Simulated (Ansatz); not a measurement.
**The stack of antimonene under In2Se2, shifted by a third of the diagonal between two gates**

How do the bands of the stack of antimonene under In2Se2, shifted by a third of the diagonal follow a displacement field between two gates?

Method: plane-wave DFT, PBE-D3(BJ), Ansatz PAW, in Ansatz 0.2.0.

## (1) The starting structure

The cell holds 6 atoms: 2 Sb, 2 Se and 2 In. Cell: a = 4.127 Å, b = 4.127 Å, c = 27.843 Å, α = 90.0°, β = 90.0°, γ = 120.0°. Regions: layer 1: antimonene, 2 atoms (2 Sb); layer 2: In2Se2, 4 atoms (2 Se and 2 In). Vacuum lies along c.

## (2) Relaxation

The starting cell is a guess, so the in-plane lattice and the atoms are relaxed first, with the slab cut off from its images along the normal. The program lengthens the vector along the normal by itself, so c and the volume that it reports differ from the typed ones.

Input file input.yaml:

```yaml
crystal:
  lattice:
    - [4.127, 0.0, 0.0]
    - [-2.0635, 3.5740868414, 0.0]
    - [0.0, 0.0, 27.8429094641]
  atoms:
    - { symbol: Sb, position: [0.6666666667, 0.3333333333, 0.3232420811] }
    - { symbol: Sb, position: [0.3333333333, 0.6666666667, 0.3825031293] }
    - { symbol: Se, position: [0.6666666667, 0.3333333333, 0.4920462791] }
    - { symbol: In, position: [0.3333333333, 0.6666666667, 0.5334016817] }
    - { symbol: In, position: [0.3333333333, 0.6666666667, 0.6354025162] }
    - { symbol: Se, position: [0.6666666667, 0.3333333333, 0.6767579189] }
  periodic: [true, true, false]
kpoints:
  mp_grid: { grid: [12, 12, 1] }
hamiltonian:
  xc: pbe
  dispersion: d3bj
scf:
  occupations: { method: fermi_dirac, width: 0.05 }
  convergence: { dr2_threshold: 1.0e-09 }
relax:
  f_tol: 0.004
  max_steps: 90
  cell: {}
output:
  write_potential: true
  write_density: true
  volumetric_format: npy
```

Run with:

```console
ansatz run input.yaml --threads 8 --pin off --max-ram 12288MiB --backend cpu --events-out ev --progress --plain --runs-dir out
```

Numbers of over 12 decimals in the logs are rounded to 6 here.

The log of the run:

```text
Warning: crystal.periodic: the lattice vector that does not repeat stood 0.000° off the slab's normal, 27.843 Å along it as the deck builds it. The run solves the slab on a vector along the normal, 43.486 Å long, with every atom where it was (on the deck's vector they left 18.00 Å outside them, and the widest stretch free of ions among them is 3.05 Å). A fractional position that the run reports is one of the run's ce [...]
Warning: relax.cell: scf.convergence.dr2_threshold = 1e-9 eV is looser than the 1.52384413751e-10 eV advised for a relaxation that steers and ends on the stress (1e-10 eV for each atom of the cell: 6, times the square of relax.cell.stress_2d_tol = 0.05 N/m over 19.8 Å (the atoms' height at the walk's start and 5 Å past either face), 2.520e-2 GPa, over a crystal's default 0.05). What an SCF threshold leaves in a stress goes as its square root, and in the free energy as the threshold itself, and one threshold admits the most on a small cell: [figures from the program's tests cut] Set scf.convergence.dr2_threshold to 1.52384413751e-10 eV or tighter. [rest of the remark cut]
crystal.periodic: the lattice vector that does not repeat stood 0.000° off the slab's normal, 27.843 Å along it as the deck builds it. The run solves the slab on a vector along the normal, 43.486 Å long, with every atom where it was (on the deck's vector they left 18.00 Å outside them, and the widest stretch free of ions among them is 3.05 Å). A fractional position that the run reports is one of the run's cell, which [...]
Engine: ansatz 0.2.0, aarch64-unknown-linux-gnu
Pseudopotentials: kind: paw
Pseudopotential: Sb, paw, valence charge 15, recommended cutoff 420 eV (normal), Sb.paw.azcp
Pseudopotential: Se, paw, valence charge 16, recommended cutoff 420 eV (normal), Se.paw.azcp
Pseudopotential: In, paw, valence charge 13, recommended cutoff 420 eV (normal), In.paw.azcp
Functional definition: PBE
  parameter kappa = 0.804
  parameter beta = 0.066725
  exchange = pbe_x(kappa = kappa, mu = beta*pi^2/3)
  correlation = pbe_c(beta = beta)
Crystal: 6 atoms, lattice volume = 641.427 Å³
Basis set: ecut = 420 eV, 12361 PW (Γ), exchange–correlation on 60×60×600 points (8 copies of the dense FFT grid, shifted against one another)
Bands: 53, of which v1, the nominal top of the filled ones, is band 44 counted from 1 (43 counted from 0)
Symmetry: 6 space group operations
Space group: P3m1 (ITA 156), of the structure as read, at distance tolerance 8.6e-5 Å
k-points: 19 of 144 (time reversal used)
Non-local potential: Sb, projectors of the file, l = 0: 2, l = 1: 2, l = 2: 2, l = 3: 2
Non-local potential: Se, projectors of the file, l = 0: 2, l = 1: 2, l = 2: 3, l = 3: 1
Non-local potential: In, projectors of the file, l = 0: 2, l = 1: 2, l = 2: 2, l = 3: 2
PAW form: soft (Blöchl's): semilocal exchange-correlation on the pseudo side does not see the compensation charge
PAW one-centre angular grid: Sb, 590 points (default); XC on 64 Gauss nodes
PAW one-centre angular grid: Se, 590 points (default); XC on 64 Gauss nodes
PAW one-centre angular grid: In, 590 points (default); XC on 64 Gauss nodes
Initial density: superposition of atomic densities (neutral atoms: chi_scale 0, normalization atom), corrected by the library's trained network
Initial wavefunctions: pseudopotential atomic-orbital guess
Functional: x = pbe(κ = 0.804, μ = 0.219515), c = pbe(β = 0.066725)
SCF iter   1: F=—  HF=-35106.343217 eV  |F-HF|=—  |Δ(HF+E_count)|=         —  Δρ=1.34e-3  dr2=3.16e-1  ethr=1.77e-3  ⟨swp⟩=15.5  Hψ=5642  notcnv=0  defer=5
preconditioner: auto → Resta (q_TF=auto, 1.959 Å⁻¹)  ε∞=1.7  [insulator: Δε(μ)=0.692 eV  Ē_g=12.220 eV  σ=0.050 eV  W_gap=1.00  n_scr=92 (ndim 8)  ℏωp=10.2 eV  f_vac=0.690  D(μ)=0.00/eV (n_scr^D=0)  ε∞_Penn≈1.7  vacuum switching on, ρ_ref=1.1e-2 e/Å³]
SCF iter   2: F=—  HF=-35106.481059 eV  |F-HF|=—  |Δ(HF+E_count)|=   1.38e-1  Δρ=3.65e-3  dr2=2.60e0  ethr=3.60e-4  ⟨swp⟩=5.1  Hψ=2114  notcnv=0  defer=33  recentre
preconditioner: auto → LDOS  [metal: Δε(μ)=0.046 eV  Ē_g=12.508 eV  σ=0.050 eV  W_gap=0.23  n_scr=92 (ndim 8)  ℏωp=10.2 eV  f_vac=0.690  D(μ)=0.37/eV (n_scr^D=4)  β→1.0]
SCF iter   3: F=—  HF=-35106.315816 eV  |F-HF|=—  |Δ(HF+E_count)|=   1.65e-1  Δρ=6.83e-4  dr2=1.07e-1  ethr=3.60e-4  ⟨swp⟩=4.1  Hψ=1653  notcnv=0  defer=31
SCF iter   4: F=—  HF=-35106.308384 eV  |F-HF|=—  |Δ(HF+E_count)|=   7.43e-3  Δρ=4.46e-4  dr2=1.39e-2  ethr=1.21e-4  ⟨swp⟩=2.9  Hψ=1466  notcnv=0  defer=29
SCF iter   5: F=—  HF=-35106.306831 eV  |F-HF|=—  |Δ(HF+E_count)|=   1.55e-3  Δρ=2.24e-4  dr2=8.30e-4  ethr=1.58e-5  ⟨swp⟩=2.5  Hψ=1399  notcnv=0  defer=29
SCF iter   6: F=—  HF=-35106.306829 eV  |F-HF|=—  |Δ(HF+E_count)|=   2.94e-6  Δρ=1.41e-4  dr2=1.61e-4  ethr=9.43e-7  ⟨swp⟩=2.9  Hψ=1485  notcnv=0  defer=29
SCF iter   7: F=—  HF=-35106.306882 eV  |F-HF|=—  |Δ(HF+E_count)|=   5.39e-5  Δρ=5.96e-5  dr2=4.29e-5  ethr=1.83e-7  ⟨swp⟩=2.5  Hψ=1615  notcnv=0  defer=29
SCF iter   8: F=—  HF=-35106.306900 eV  |F-HF|=—  |Δ(HF+E_count)|=   1.73e-5  Δρ=2.78e-5  dr2=9.89e-6  ethr=4.88e-8  ⟨swp⟩=2.9  Hψ=1386  notcnv=0  defer=29
SCF iter   9: F=—  HF=-35106.306906 eV  |F-HF|=—  |Δ(HF+E_count)|=   6.07e-6  Δρ=7.06e-6  dr2=5.10e-7  ethr=1.12e-8  ⟨swp⟩=2.2  Hψ=1514  notcnv=0  defer=29
SCF iter  10: F=—  HF=-35106.306879 eV  |F-HF|=—  |Δ(HF+E_count)|=   2.69e-5  Δρ=1.88e-6  dr2=3.81e-8  ethr=5.80e-10  ⟨swp⟩=2.9  Hψ=1716  notcnv=0  defer=29
SCF iter  11: F=—  HF=-35106.306879 eV  |F-HF|=—  |Δ(HF+E_count)|=   2.43e-8  Δρ=5.85e-7  dr2=6.95e-9  ethr=4.32e-11  ⟨swp⟩=3.0  Hψ=1783  notcnv=0  defer=29
SCF iter  12: F=—  HF=-35106.306879 eV  |F-HF|=—  |Δ(HF+E_count)|=   4.39e-9  Δρ=2.68e-7  dr2=1.09e-9  ethr=7.90e-12  ⟨swp⟩=2.9  Hψ=1521  notcnv=0  defer=29
SCF iter  13: F=-35106.306879 eV  HF=-35106.306879 eV  |F-HF|=1.67e-10  |Δ(HF+E_count)|=  4.37e-10  Δρ=1.03e-7  dr2=2.16e-10  ethr=1.14e-12  ⟨swp⟩=10.4  Hψ=6390  notcnv=0
SCF 1 converged in 13 iterations: F = -35106.306879 eV  dr2 = 2.16e-10
  greatest PAW one-centre occupation: 1.000 electrons in one spin orbital (limit 2), on the Se atom at site 2 (counted from 0), in its partial waves of l = 2
relax step   1: F+E_penalty+E_count = -35106.30687891 eV  Δ(F+E_penalty+E_count) = +0.000e0 eV  max|allowed force component| = 6.663e-1 eV/Å  Δτ_max = 0.0000 Å  P = -0.492 N/m  Ω = 641.427 Å³  fix = [c, alpha, beta]  reactions: c +0.000 N/m  (13 SCF iters, accepted)
Crystal: 6 atoms, lattice volume = 621.307 Å³
Basis set: ecut = 420 eV, 12121 PW (Γ), exchange–correlation on 60×60×600 points (8 copies of the dense FFT grid, shifted against one another)
[...]
SCF iter  11: F=—  HF=-35106.379557 eV  |F-HF|=—  |Δ(HF+E_count)|=   6.54e-8  Δρ=8.26e-7  dr2=1.66e-8  ethr=3.88e-10  ⟨swp⟩=2.3  Hψ=1733  notcnv=0  defer=14
SCF iter  12: F=—  HF=-35106.379557 eV  |F-HF|=—  |Δ(HF+E_count)|=  2.26e-10  Δρ=2.36e-7  dr2=3.22e-9  ethr=1.89e-11  ⟨swp⟩=3.0  Hψ=1619  notcnv=0  defer=14
SCF iter  13: F=—  HF=-35106.379557 eV  |F-HF|=—  |Δ(HF+E_count)|=  1.75e-10  Δρ=1.61e-7  dr2=1.11e-9  ethr=1.14e-12  ⟨swp⟩=10.9  Hψ=6585  notcnv=0
SCF iter  14: F=-35106.379557 eV  HF=-35106.379557 eV  |F-HF|=1.38e-10  |Δ(HF+E_count)|=  8.00e-11  Δρ=7.11e-8  dr2=6.11e-11  ethr=1.14e-12  ⟨swp⟩=8.4  Hψ=4932  notcnv=0
SCF 3 converged in 14 iterations: F = -35106.379557 eV  dr2 = 6.11e-11
relax step   3: F+E_penalty+E_count = -35106.37955668 eV  Δ(F+E_penalty+E_count) = -7.268e-2 eV  max|allowed force component| = 6.514e-2 eV/Å  Δτ_max = 0.0923 Å  P = -0.827 N/m  Ω = 630.071 Å³  energy of the carried Pulay correction = +6.063e-4 eV  fix = [c, alpha, beta]  reactions: c -0.000 N/m  (14 SCF iters, accepted)
[...]
relax step   4: F+E_penalty+E_count = -35106.38698751 eV  Δ(F+E_penalty+E_count) = -7.431e-3 eV  max|allowed force component| = 9.813e-2 eV/Å  Δτ_max = 0.0975 Å  P = -0.489 N/m  Ω = 620.719 Å³  energy of the carried Pulay correction = +1.114e-3 eV  fix = [c, alpha, beta]  reactions: c -0.000 N/m  (11 SCF iters, accepted)
[...]
relax step   5: F+E_penalty+E_count = -35106.38725401 eV  Δ(F+E_penalty+E_count) = -2.665e-4 eV  max|allowed force component| = 6.439e-2 eV/Å  Δτ_max = 0.0839 Å  P = +0.124 N/m  Ω = 615.589 Å³  energy of the carried Pulay correction = +1.395e-3 eV  fix = [c, alpha, beta]  (11 SCF iters, rejected (line search))
[...]
relax step   6: F+E_penalty+E_count = -35106.38938505 eV  Δ(F+E_penalty+E_count) = -2.398e-3 eV  max|allowed force component| = 5.323e-3 eV/Å  Δτ_max = 0.0357 Å  P = -0.030 N/m  Ω = 617.952 Å³  energy of the carried Pulay correction = +1.265e-3 eV  fix = [c, alpha, beta]  reactions: c -0.000 N/m  (10 SCF iters, accepted)
[...]
relax step   7: F+E_penalty+E_count = -35106.38940432 eV  Δ(F+E_penalty+E_count) = -1.927e-5 eV  max|allowed force component| = 3.783e-4 eV/Å  Δτ_max = 0.0027 Å  P = -0.001 N/m  Ω = 617.786 Å³  energy of the carried Pulay correction = +1.274e-3 eV  fix = [c, alpha, beta]  reactions: c -0.000 N/m  (8 SCF iters, accepted)
Initial wavefunctions: pseudopotential atomic-orbital guess (no wavefunctions were taken with the density)
iter 1 solved again at ethr=4.40e-7 eV; its pass at ethr=3.10e-3 eV (dr2=3.87e-4 eV) is discarded
SCF iter   1: F=—  HF=-35106.388160 eV  |F-HF|=—  |Δ(HF+E_count)|=         —  Δρ=2.64e-5  dr2=7.41e-7  ethr=4.40e-7  ⟨swp⟩=5.2  Hψ=9199  notcnv=0
SCF iter   2: F=—  HF=-35106.388109 eV  |F-HF|=—  |Δ(HF+E_count)|=   5.03e-5  Δρ=1.26e-5  dr2=1.86e-7  ethr=8.42e-10  ⟨swp⟩=4.1  Hψ=2565  notcnv=0
SCF iter   3: F=—  HF=-35106.388110 eV  |F-HF|=—  |Δ(HF+E_count)|=   2.86e-7  Δρ=3.53e-6  dr2=5.14e-7  ethr=2.11e-10  ⟨swp⟩=3.3  Hψ=1955  notcnv=0
SCF iter   4: F=—  HF=-35106.388110 eV  |F-HF|=—  |Δ(HF+E_count)|=   5.52e-9  Δρ=2.62e-6  dr2=3.54e-7  ethr=2.11e-10  ⟨swp⟩=2.2  Hψ=1160  notcnv=0
SCF iter   5: F=—  HF=-35106.388110 eV  |F-HF|=—  |Δ(HF+E_count)|=   1.58e-8  Δρ=1.22e-6  dr2=6.26e-8  ethr=2.11e-10  ⟨swp⟩=1.4  Hψ=1026  notcnv=0
SCF iter   6: F=—  HF=-35106.388110 eV  |F-HF|=—  |Δ(HF+E_count)|=   2.52e-9  Δρ=3.46e-7  dr2=3.33e-9  ethr=7.11e-11  ⟨swp⟩=1.8  Hψ=1133  notcnv=0
SCF iter   7: F=-35106.388110 eV  HF=-35106.388110 eV  |F-HF|=1.54e-9  |Δ(HF+E_count)|=  7.64e-10  Δρ=1.54e-7  dr2=7.14e-10  ethr=1.14e-12  ⟨swp⟩=11.4  Hψ=7403  notcnv=0
SCF 8 converged in 7 iterations: F = -35106.388110 eV  dr2 = 7.14e-10
relax step   8: F+E_penalty+E_count = -35106.38810975 eV  Δ(F+E_penalty+E_count) = +1.295e-3 eV  max|allowed force component| = 4.725e-4 eV/Å  Δτ_max = 0.0000 Å  P = +0.000 N/m  Ω = 617.786 Å³  fix = [c, alpha, beta]  reactions: c +0.000 N/m  stress off target by 1.47e-4 N/m on what of the cell is left free  SCF on the basis re-selected at this cell (its energy is not comparable with the rows above)  (7 SCF iters)
basis re-selected at this cell: Δ(F+E_penalty+E_count) = +1.295e-3 eV, ΔP = +0.001 N/m vs the last step (what re-selecting the basis moved, of the pressure what is left beyond the Pulay correction that the steps carried, after the strain that the cell walked since its last selection, with what the two solves' SCF thresholds leave and, on support functions, any second-order correction that the steps lacked; it is no m [...]
WARN: The output density's exchange-correlation potential varies sharply where the density is thin. Do not read a vacuum level from v_tot or v_xc, or from such a field of the output density. On a cell that repeats whose density bears no net charge and no dipole along the vacuum's axis use v_es (v_loc + v_h of the components); under efield.dipole_correction with no amplitude use v_es + v_field, which holds any externa [...]
SCF converged after 7 iterations
Free energy (F): -35106.388110 eV
Harris-Foulkes:  -35106.388110 eV  (|F-HF|=1.54e-9)
Internal energy: -35106.388072 eV  (E = F + TS)
E sigma→0 (E₀):  -35106.388091 eV
Entropy (-TS):   -0.000038 eV (-0.006 meV/atom)
Fermi energy:    -4.418070 eV
--- Per-component energies (eV) ---
  E_band       = -2393.720425
  E_kinetic    = 1135.226380
  E_local      = -340407.108834  (includes V_loc(G=0)·N_el)
  E_nonlocal   = 267.278480
  E_hartree    = 169177.093291
  E_xc         = -914.627566
  E_vxc        = -585.525322  (∫ρ·V_xc dr)
  E_paw        = -21283.178739  (= ΣΔE_a)
  E_vpaw       = -1157.768009  (= ΣTr[D̂ρ^β])
  E_aug_tail   = -0.001156  (compensation charges beyond the density's cutoff)
  E_ewald      = 156920.598136
  E_disp       = -1.668064  (pairwise vdW)
  E_smearing   = -0.000038  (= −TS)
  E_closure    = 0.000000  (closes the sum)
  Σ components = -35106.388110   (vs F -35106.388110, Δ=0.00e0)
--- Forces (eV/Å), atoms counted from 1 ---
  atom   1  Sb     0.00000000     0.00000000     0.00000107
  atom   2  Sb     0.00000000    -0.00000000     0.00047267
  atom   3  Se     0.00000000     0.00000000    -0.00016236
  atom   4  In     0.00000000    -0.00000000    -0.00005976
  atom   5  In     0.00000000    -0.00000000    -0.00020851
  atom   6  Se     0.00000000     0.00000000    -0.00004186
  max |Σ_I F_I| component: 1.25e-6 eV/Å
--- 2D stress c σ (N/m, compression-positive) ---
        0.000147      -0.000000      -0.000000
       -0.000000       0.000147      -0.000000
       -0.000000      -0.000000       0.000000
  P = ½ c Tr σ = 0.0001 N/m
--- Band table (eV; the first three rows and the last of 19) ---
  k-point 0: bands = [... 40 lower, -6.3686, -5.2875, -4.7361, -4.7361, -4.1372, -3.2157, -2.6390, -1.9711, ... 5 higher]
  k-point 1: bands = [... 40 lower, -6.2337, -5.5012, -5.1176, -4.9168, -3.8209, -2.8246, -2.4342, -1.9081, ... 5 higher]
  k-point 2: bands = [... 40 lower, -6.6512, -6.0320, -5.3149, -5.0953, -3.4647, -2.9140, -2.4674, -1.6331, ... 5 higher]
  k-point 18: bands = [... 40 lower, -7.3362, -7.2658, -6.5593, -6.5262, -3.7658, -3.1380, -2.9108, -2.0805, ... 5 higher]
  the weakly bound empty levels are not read free of the cell's end (no_gap_told)
--- Relaxed structure (7 steps of the walk, 5 accepted, 1 SCFs on fresh bases) ---
  F+E_penalty+E_count = -35106.38810975 eV   max|allowed force component| = 4.725e-4 eV/Å   (the final SCF, on the basis selected at the relaxed cell)
  cell:  # Å, volume = 617.7861 Å³
    - [4.050232, 0.0, 0]
    - [-2.025116, 3.507604, 0]
    - [0, 0, 43.485819]
  atoms:
    - { symbol: Sb, position: [0.666667, 0.333333, 0.205324] }
    - { symbol: Sb, position: [0.333333, 0.666667, 0.243365] }
    - { symbol: Se, position: [0.666667, 0.333333, 0.313174] }
    - { symbol: In, position: [0.333333, 0.666667, 0.342834] }
    - { symbol: In, position: [0.333333, 0.666667, 0.407221] }
    - { symbol: Se, position: [0.666667, 0.333333, 0.436668] }
```

It took 71 s on 8 threads of Arm Neoverse V2, shared host; peak memory 1.9 GiB; 9.1 min of CPU time.

Relaxation path:

```
step  energy less that of the first step (eV)  largest force component (eV/Å)  volume (Å³)
   1                                   0.0000                          0.6663       641.43
   2                                   0.0560                          1.3904       621.31
   3                                  -0.0727                          0.0651       630.07
   4                                  -0.0801                          0.0981       620.72
   5                                  -0.0804                          0.0644       615.59
   6                                  -0.0825                          0.0053       617.95
   7                                  -0.0825                          0.0004       617.79
  8*                                  -0.0812                          0.0005       617.79
```

Relaxation steps marked * repeat the geometry before them on a plane-wave basis chosen anew for their cell, so energy and pressure can jump there. Relaxation steps 2, 5 were tried and not accepted.

The run keeps the 6 symmetry operations that it works with, so distortions that break them were not tested.

```
cell as run  before  after  change
      a (Å)   4.127  4.050  -1.9 %
      b (Å)   4.127  4.050  -1.9 %
```

The atoms that moved most (Å, along periodic axes as changes of fractional coordinates times the final cell, across vacuum about the mean position):

```
atom     dx     dy      dz  length
 Se6  0.000  0.000   0.146   0.146
 Se3  0.000  0.000  -0.081   0.081
 Sb1  0.000  0.000  -0.071   0.071
 Sb2  0.000  0.000  -0.067   0.067
 In4  0.000  0.000   0.057   0.057
 In5  0.000  0.000   0.017   0.017
```

Final coordinates:

```cif
data_structure
_symmetry_space_group_name_H-M 'P 1'
_symmetry_Int_Tables_number 1
_cell_length_a 4.0502
_cell_length_b 4.0502
_cell_length_c 43.4858
_cell_angle_alpha 90.000
_cell_angle_beta 90.000
_cell_angle_gamma 120.000
_cell_volume 617.79
loop_
_atom_site_label
_atom_site_type_symbol
_atom_site_fract_x
_atom_site_fract_y
_atom_site_fract_z
_atom_site_occupancy
Sb1 Sb 0.66667 0.33333 0.20532 1
Sb2 Sb 0.33333 0.66667 0.24337 1
Se3 Se 0.66667 0.33333 0.31317 1
In4 In 0.33333 0.66667 0.34283 1
In5 In 0.33333 0.66667 0.40722 1
Se6 Se 0.66667 0.33333 0.43667 1
```

The lattice constant a goes from 4.127 to 4.050 Å.

(Part 1 of 4 ends here.)

[Logs are printed without paths, hosts, clocks, repeated set-up lines and the standing remarks that a program may print on its own settings, such as how far it seeks lower states.]

[Hosts, paths, dates, database ids (printed as entryN), source tags and the programs' standing remarks are cut or masked in the printed files.]

[Maps of the electrostatic potential energy from Ansatz leave out the sawtooth potential of an applied field or a dipole correction, so their vacuum need not be flat; planar profiles and work functions include it.]
